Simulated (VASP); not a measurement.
MgSe:

```
CELL_PARAMETERS angstrom
0.00000 2.72500 2.72500
2.72500 0.00000 2.72500
2.72500 2.72500 0.00000
ATOMIC_POSITIONS crystal
Mg 0.00000 0.00000 0.00000
Se 0.50000 0.50000 0.50000
```

The cell was built by a generator and needn't be a form met in nature.

| Item | Value |
| --- | --- |
| Program | VASP 6.6.1 |
| Task | relaxation of cell and atoms |
| Functional | PBE |
| Potentials or basis | VASP PAW PBE potentials, release 64 (Mg, Se) |
| Cutoff | 700 eV |
| k mesh | 8 × 8 × 8 |
| Occupations | gaussian, width 0.02 eV |
| Spin | no spin polarisation |

At the start: pressure 1.9 GPa; volume 20.23 Å³/atom.

Problem. How do energy, volume and symmetry change on relaxing?

Solution. Over 3 steps the energy falls by 3.6 meV/atom and the volume is 20.84 Å³/atom (+3.0 %); space group Fm-3m (No. 225, to 0.05 Å).

The path:
```tsv
step	energy change (eV)	largest force (eV/Å)	pressure (GPa)	volume (Å³)
1	0.0000	0.0000	1.95	40.47
2	-0.0070	0.0000	-0.35	41.93
3	-0.0072	0.0000	-0.01	41.69
```

Final structure:
```
Mg Se
1.0
     0.00000    2.75202    2.75202
     2.75202    0.00000    2.75202
     2.75202    2.75202    0.00000
Mg Se
1 1
Cartesian
  0.0000 0.0000 0.0000
  2.7520 2.7520 2.7520
```
